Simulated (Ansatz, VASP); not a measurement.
# One calculation of C, two programs

The input INCAR:

```
SYSTEM = C
PREC = Accurate
ENCUT = 520
EDIFF = 1E-7
ISMEAR = 0
SIGMA = 0.1
LREAL = .FALSE.
LASPH = .TRUE.
NELM = 80
ALGO = Normal
ISIF = 2
LWAVE = .FALSE.
LCHARG = .FALSE.
LDIPOL = .TRUE.
IDIPOL = 3
DIPOL = 0.5 0.5 0.360
GGA = PE
IVDW = 12
NBANDS = 16
```

File KPOINTS:

```
regular mesh
0
G
  15 15 1
  0 0 0
```

POSCAR

```
C
1.0
    2.4656524409      0.0000000000      0.0000000000
   -1.2328262205      2.1353176508      0.0000000000
    0.0000000000      0.0000000000     17.5000663883
C
4
Direct
    0.6666666667      0.3333333333      0.2571437784
    0.3333333333      0.6666666667      0.2571418816
    1.1666666667      0.6666666667      0.4634306070
    1.5000000000      0.3333333333      0.4634287102
```

Input for Ansatz:

```yaml
crystal:
  lattice:
    - [2.4656524409, 0.0, 0.0]
    - [-1.2328262205, 2.1353176508, 0.0]
    - [0.0, 0.0, 17.5000663883]
  atoms:
    - { symbol: C, position: [0.6666666667, 0.3333333333, 0.2571437784] }
    - { symbol: C, position: [0.3333333333, 0.6666666667, 0.2571418816] }
    - { symbol: C, position: [1.1666666667, 0.6666666667, 0.463430607] }
    - { symbol: C, position: [1.5, 0.3333333333, 0.4634287102] }
basis:
  ecutwfc: 420
kpoints:
  mp_grid: { grid: [15, 15, 1] }
hamiltonian:
  xc: pbe
  pseudopotentials: { kind: paw, azcp: { folder: soft_1 } }
  dispersion: d3bj
scf:
  occupations: { method: gaussian, width: 0.1 }
output:
  forces: true
  eigenvalues: true
  write_density: true
  write_potential: true
  elf: true
  volumetric_format: npy
efield:
  axis: 3
  dipole_correction: true
  ramp_width: 0.04
```

Alike in both runs: task single point; functional PBE; dispersion D3(BJ); k mesh 15 × 15 × 1; occupations gaussian, width 0.1 eV; no spin polarisation.

|  | VASP | Ansatz |
| --- | --- | --- |
| version | VASP 6.6.1 | Ansatz 0.2.0 |
| potentials or method | VASP PAW PBE potentials, release 64 (C) | scalar-relativistic, plane waves, PAW |
| plane-wave cutoff (eV) | 520 | 420 |
| valence electrons in the cell | 16 | 16 |

```tsv
	VASP	Ansatz	Ansatz less VASP
gap on the k mesh at the Fermi level (eV)	0.38	0.38	0.000
least direct gap on the mesh (eV)	0.38	0.38	0.000
rms of the force components (eV/Å)	0.006	0.006	0.0000
```

Atom by atom the forces differ by 0.000 eV/Å (rms over components). Ansatz warned: «structure_snapped_to_symmetry».
